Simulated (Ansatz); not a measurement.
Here is an Ansatz 0.2.0 calculation.

The input input.yaml:

```yaml
crystal:
  lattice:
    - [0.0, 2.2535006075, 2.2535006075]
    - [2.2535006075, 0.0, 2.2535006075]
    - [2.2535006075, 2.2535006075, 0.0]
  atoms:
    - { symbol: Ga, position: [0.0, 0.0, 0.0] }
    - { symbol: "N", position: [0.25, 0.25, 0.25] }
hamiltonian:
  xc: pbe
  pseudopotentials: { kind: paw }
kpoints:
  mp_grid: { grid: [10, 10, 10] }
scf:
  occupations: { method: gaussian, width: 0.025 }
output:
  forces: true
  stress: true
  eigenvalues: true
```

Potentials or basis: Ansatz PAW.

Command:

```sh
$ ansatz run input.yaml --threads 2 --pin off --max-ram 5632MiB --backend cpu --events-out ev --progress --plain --runs-dir out
```

Q: Estimate the pressure.

A: 5.0 GPa.

Q: Estimate the band gap on the k mesh.

A: 1.72 eV, direct.

Caveat: the pressure holds a Pulay correction of +0.5 GPa for the finite cutoff.

**The experiment to reproduce.**

From a printed reference work, textbook, for a bulk crystal of GaN at 0 K: band gap 3.299 eV (direct).

A measured gap of GaN is 3.299 eV (direct; 0 K; a printed reference work, textbook); the calculated 1.72 eV misses it by -1.58 eV. Spin-orbit coupling on Ga is left out. The value is that of PBE, without temperature or zero-point motion. Semilocal functionals fall short of measured gaps as a rule. The cell is a database's relaxed one, not the measured one, which moves gaps too.
